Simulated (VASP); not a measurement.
Cu, 2 atoms in the cell. It takes space group P6_3/mmc (No. 194, hexagonal). The conventional cell has a = 2.552 Å, b = 2.552 Å, c = 4.169 Å, α = 90.00°, β = 90.00°, γ = 120.00°. Cu (site symmetry -6m2) is surrounded by 12 Cu at 2.55 Å. The cell was built by a generator and needn't be a form met in nature.

```yaml
Program: VASP 6.6.1
Task: relaxation of cell and atoms
Functional: PBE
Potentials_or_basis: VASP PAW PBE potentials, release 64 (Cu)
Cutoff: 600 eV
k_mesh: 8 × 8 × 6
Occupations: gaussian, width 0.05 eV
Spin: no spin polarisation
Dipole_correction: no
Further_INCAR_settings: ALGO = Normal; EDIFF = 1e-07; IBRION = 2; EDIFFG = -0.03; NSW = 80; ISIF = 3
```

Potentials or basis: VASP PAW PBE potentials, release 64 (Cu).

Command:

```console
$ cat potpaw_PBE.64/Cu/POTCAR > POTCAR
$ mpirun -np 1 vasp_std > vasp.out
```

Hardware: 1 thread of Intel(R) Xeon(R) 6975P-C (Granite Rapids), on a shared host.

Question: How long does it take, and how much memory?

Answer: It took 19 s on 1 thread of Intel(R) Xeon(R) 6975P-C (Granite Rapids) (shared host), peak memory 0.14 GiB. Counts: scf iterations 35, k points 40, ion steps 4.
